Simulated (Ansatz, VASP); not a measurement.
**AlNi: VASP beside Ansatz**

```xyz
2
Lattice="1.8244 -1.8380 0.0000 1.8244 1.8380 0.0000 0.0000 0.0000 3.5000" Properties=species:S:1:pos:R:3 pbc="T T T"
Al    0.0000    0.0000    0.0000
Ni    1.8244    0.0000    1.7500
```

Alike in both runs: task single point; functional PBE; k mesh 20 × 20 × 18; occupations gaussian, width 0.15 eV; no spin polarisation.

|  | VASP | Ansatz |
| --- | --- | --- |
| version | VASP 6.6.1 | Ansatz 0.2.0 |
| potentials or method | VASP PAW PBE potentials, release 64 (Al, Ni) | scalar-relativistic, plane waves, PAW |
| plane-wave cutoff (eV) | 520 | 420 |
| valence electrons in the cell | 13 | 21 |

|  | VASP | Ansatz | Ansatz less VASP |
| --- | --- | --- | --- |
| gap on the k mesh at the Fermi level (eV) | none | none | - |
| pressure (GPa) | 7.8 | 7.6 | -0.24 |
| largest component of the traceless stress (GPa) | 10.12 | 9.88 | -0.235 |

A gap of «none» marks a metal or a gap that the smearing closes. With one functional, cell and mesh, what is left measures potentials, basis and numerics. The two sets of potentials don't hold the same shells in valence.

Spin polarisation is off, so any magnetic state and its effect on volume and gap are missing.
